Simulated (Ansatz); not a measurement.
Runs of Ansatz 0.2.0 on HfC. It takes space group Fm-3m (No. 225, cubic). Conventional cell: a = 4.650 Å, b = 4.650 Å, c = 4.650 Å, α = 90.00°, β = 90.00°, γ = 90.00°. Around Hf (site symmetry m-3m) lie 6 C at 2.33 Å. C (site symmetry m-3m) is surrounded by 6 Hf at 2.33 Å. 

```csv
level,U,hubbard projectors,double counting,gap on the mesh (eV),pressure (GPa)
PBEsol,-,-,-,none,-6.5
PBEsol+U,Hf d U = 3 eV,ortho-atomic (the default),fll (the default),none,(b)
PBEsol+U,Hf d U = 1 eV,ortho-atomic (the default),fll (the default),none,-5.0
PBEsol+U,Hf d U = 4 eV,ortho-atomic (the default),fll (the default),none,(a)
PBEsol+U,Hf d U = 6 eV,ortho-atomic (the default),fll (the default),none,4.6
```

Alike in all rows: task projected density of states; potentials or basis Ansatz PAW; no spin polarisation; cell as given; k mesh 10 × 10 × 10; cutoff (eV) 420; smearing fermi-dirac 0.05 eV.

**Question.** Fill in the values left out.

**Answer.** (a) 0.4; (b) -1.5.

Caveats: the PAW data sets come from PBE, with cores solved anew for the run's functional, which leaves a small shift of forces and pressure; U without spin polarisation on a metal has little footing (some runs); the U is typed as a test and isn't derived for this compound (some runs).

A k mesh can miss the band edges, and the runs leave out spin-orbit coupling on Hf.

A gap of «none» marks a metal or a gap under the smearing width.
